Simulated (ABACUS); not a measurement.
Runs of ABACUS 3.10.1 on BP. Symmetry: F-43m, No. 216, cubic system. Conventional cell: a = 4.538 Å, b = 4.538 Å, c = 4.538 Å, α = 90.00°, β = 90.00°, γ = 90.00°. Around P (site symmetry -43m) lie 4 B at 1.97 Å. Around B (site symmetry -43m) lie 4 P at 1.97 Å. 

| task | level | potentials or basis | k mesh | cutoff (eV) | SCF threshold on the density | eigensolver | share of exact exchange | threshold of the auxiliary basis | range of the exchange potential (exx_ccp_rmesh_times) | mesh quality | gap on the mesh (eV) | V0 of scaled cells (Å³/atom) | B0 (GPa) |
| --- | --- | --- | --- | --- | --- | --- | --- | --- | --- | --- | --- | --- | --- |
| single point | PBE0-type (share 0.25) | SG15 ONCV 1.2 PBE, DZP LCAO (the cutoffs set its grid) | 4 × 4 × 4 | 1361 | 1e-07 | genelpa | 0.25 | 0.001 | 2.5 | coarse | 2.92 | - | - |
| single point | PBE | SG15 ONCV 1.2 PBE, DZP LCAO (the cutoffs set its grid) | 4 × 4 × 4 | 1361 | 1e-07 | genelpa | - | - | - | coarse | 1.41 | - | - |
| single point | PBE0-type (share 0.1) | SG15 ONCV 1.2 PBE, DZP LCAO (the cutoffs set its grid) | 4 × 4 × 4 | 1361 | 1e-07 | genelpa | 0.1 | 0.001 | 2.5 | coarse | 2.00 | - | - |
| equation of state | r2SCAN | SG15 ONCV 1.2 PBE, plane waves | 6 × 6 × 6 | 1197 | 1e-08 | dav | - | - | - | coarse | - | (b) | 166 |
| equation of state | PBEsol | PseudoDojo NC SR 0.4.1 PBEsol standard, plane waves | 10 × 10 × 10 | 1034 | 1e-08 | dav | - | - | - | not flagged | - | 11.55 | 169 |
| single point | PBE0-type (share 0.4) | SG15 ONCV 1.2 PBE, DZP LCAO (the cutoffs set its grid) | 4 × 4 × 4 | 1361 | 1e-07 | genelpa | 0.4 | 0.001 | 2.5 | coarse | (a) | - | - |

Alike in all rows: no spin polarisation; cell as given; smearing fermi-dirac 0.05 eV.

Q: Estimate the missing entries.

A: (a) 3.87; (b) 11.66.

Caveats: some runs use coarse meshes; the atomic orbitals were generated for these runs and aren't a published set (some runs); the potentials were made for another functional, which shifts forces and pressure (some runs); the basis of atomic orbitals isn't converged, which shifts pressures, moduli and gaps (some runs); gaps of hybrids in this basis differ from plane-wave ones by up to 0.1 eV (some runs).

A k mesh can miss the band edges.
